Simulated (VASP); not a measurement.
Input of a VASP 6.6.1 run:

The input INCAR:

```
SYSTEM = SiNi
PREC     = Accurate       ! precision mode
ENCUT    = 600            ! plane-wave cutoff, eV
EDIFF    = 1E-7           ! SCF threshold, eV
ISMEAR   = 1              ! smearing method
SIGMA    = 0.1            ! smearing width, eV
LREAL    = .False.        ! projectors in reciprocal space
LASPH    = .True.         ! aspherical terms in the spheres
NELM     = 80             ! most SCF steps
ALGO     = Normal         ! electronic algorithm
ISIF     = 3              ! what is computed and relaxed
LWAVE    = .False.        ! write WAVECAR
LCHARG   = .False.        ! write CHGCAR
IBRION   = 2              ! ionic algorithm
NSW      = 90             ! ionic steps
EDIFFG   = -0.005         ! ionic threshold
KPAR     = 4
```

KPOINTS

```
Automatic mesh
0
Gamma
  8 12 8
  0 0 0
```

The input POSCAR:

```
SiNi                                    
1.0
    5.0444031498     -0.0000000000      0.0000000000
   -0.0000000000      3.3377927104      0.0000000000
    0.0000000000      0.0000000000      5.4767105301
  Si              Ni            
     4     4
Direct
     0.3200139077615282    0.7500000000000000    0.0873505880115758
     0.1799860922384719    0.2500000000000000    0.5873505880115756
     0.8200139077615282    0.7500000000000000    0.4126494119884243
     0.6799860922384718    0.2500000000000000    0.9126494119884244
     0.0092781463006512    0.2500000000000000    0.1878223408705816
     0.4907218536993487    0.7500000000000000    0.6878223408705816
     0.5092781463006512    0.2500000000000000    0.3121776591294185
     0.9907218536993488    0.7500000000000000    0.8121776591294184
```

Potentials or basis: VASP PAW LDA potentials, release 64 (Si, Ni).

Launch:

```bash
$ cat potpaw_LDA.64/Si/POTCAR potpaw_LDA.64/Ni/POTCAR > POTCAR
$ mpirun -np 4 vasp_std > vasp.out
```

Estimate the relaxed cell.

a = 5.046 Å, b = 3.338 Å, c = 5.477 Å, α = 90.00°, β = 90.00°, γ = 90.00°.

Predict the relaxed volume.

11.53 Å³/atom.

Estimate the band gap on the k mesh.

none (metal or under the smearing width).

Estimate the space group after relaxing (to 0.05 Å).

Pnma (No. 62).

Final structure:
```
CELL_PARAMETERS angstrom
5.04560 0.00000 0.00000
0.00000 3.33841 0.00000
0.00000 0.00000 5.47750
ATOMIC_POSITIONS crystal
Si 0.32002 0.75000 0.08736
Si 0.17998 0.25000 0.58736
Si 0.82002 0.75000 0.41264
Si 0.67998 0.25000 0.91264
Ni 0.00932 0.25000 0.18781
Ni 0.49068 0.75000 0.68781
Ni 0.50932 0.25000 0.31219
Ni 0.99068 0.75000 0.81219
```

Spin polarisation is off, so any magnetic state and its effect on volume and gap are missing.
